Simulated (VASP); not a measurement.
A run of VASP 6.6.1:

File POSCAR:

```
Li
1.0
    3.1110021516      0.0000000000      0.0000000000
   -1.5555010758      2.6942068945      0.0000000000
    0.0000000000      0.0000000000      5.0930000000
Li
2
Direct
    0.3333333333      0.6666666667      0.2500000000
    0.6666666667      0.3333333333      0.7500000000
```

The input INCAR.step1:

```
  ALGO = Normal
  EDIFF = 1E-4
  ENCUT = 520
  GGA = PE
  ISMEAR = -1
  LASPH = T
  LCHARG = F
  LREAL = F
  LWAVE = T
  NBANDS = 10
  NELM = 100
  PREC = Accurate
  SIGMA = 0.03
```

File INCAR.step2:

```
  ALGO = Normal
  EDIFF = 1E-7
  ENCUT = 520
  ISIF = 2
  ISMEAR = -1
  ISTART = 1
  LASPH = T
  LCHARG = F
  LMIXTAU = T
  LREAL = F
  LWAVE = F
  METAGGA = R2SCAN
  NBANDS = 10
  NELM = 100
  PREC = Accurate
  SIGMA = 0.03
```

KPOINTS

```
k-points
0
Gamma
  15 15 8
```

Potentials or basis: VASP PAW PBE potentials, release 64 (Li_sv).

Launch:

```bash
$ cat potpaw_PBE.64/Li_sv/POTCAR > POTCAR
$ cp INCAR.step1 INCAR
$ mpirun -np 1 vasp_std > vasp.out
$ cp INCAR.step2 INCAR
$ mpirun -np 1 vasp_std > vasp.out
```

Hardware: 1 thread of Intel(R) Xeon(R) Platinum 8175M CPU @ 2.50GHz (Skylake/Cascade Lake), with other jobs on the host.

Q: How long does it take, and how much memory?

A: Run time: 6.8 min on 1 thread of Intel(R) Xeon(R) Platinum 8175M CPU @ 2.50GHz (Skylake/Cascade Lake) (shared host), peak memory 0.18 GiB. Counts: scf iterations 28, k points 135.
